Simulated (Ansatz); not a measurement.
Runs of Ansatz 0.2.0 on HfN. Symmetry: P6_3/mmc, No. 194, hexagonal system. The conventional cell has a = 3.134 Å, b = 3.134 Å, c = 5.417 Å, α = 90.00°, β = 90.00°, γ = 120.00°. Hf (site symmetry -6m2) has 6 N at 2.26 Å as nearest neighbours. Around N (site symmetry -3m) lie 6 Hf at 2.26 Å. The cell comes from a database or a generator and needn't be the stable form of this composition.

| task | level | cutoff (eV) | points for each segment of the path | gap on the mesh (eV) | pressure (GPa) |
| --- | --- | --- | --- | --- | --- |
| band structure | HSE06 | 420 | 4 | none | 1.3 |
| single point | r2SCAN0 | 500 | - | none | (a) |
| band structure | PBEsol | 420 | 14 | none | -2.6 |
| band structure | r2SCAN | 500 | 14 | none | 2.1 |
| single point | PBE0 | 420 | - | none | 1.3 |

Alike in all rows: potentials or basis Ansatz PAW; no spin polarisation; cell as given; k mesh 6 × 6 × 3; smearing fermi-dirac 0.05 eV; the mesh is coarse, so values aren't converged.

Problem. Fill in the values left out.

Solution. (a) -0.2.

Caveats: all runs use coarse meshes; the PAW data sets come from PBE, with cores solved anew for the run's functional, which leaves a small shift of forces and pressure; spin-orbit coupling is left out, which moves the levels of the heavy elements (some runs); the thresholds are loose for stress (some runs).

A k mesh can miss the band edges, and the runs leave out spin-orbit coupling on Hf.

A gap of «none» marks a metal or a gap under the smearing width.
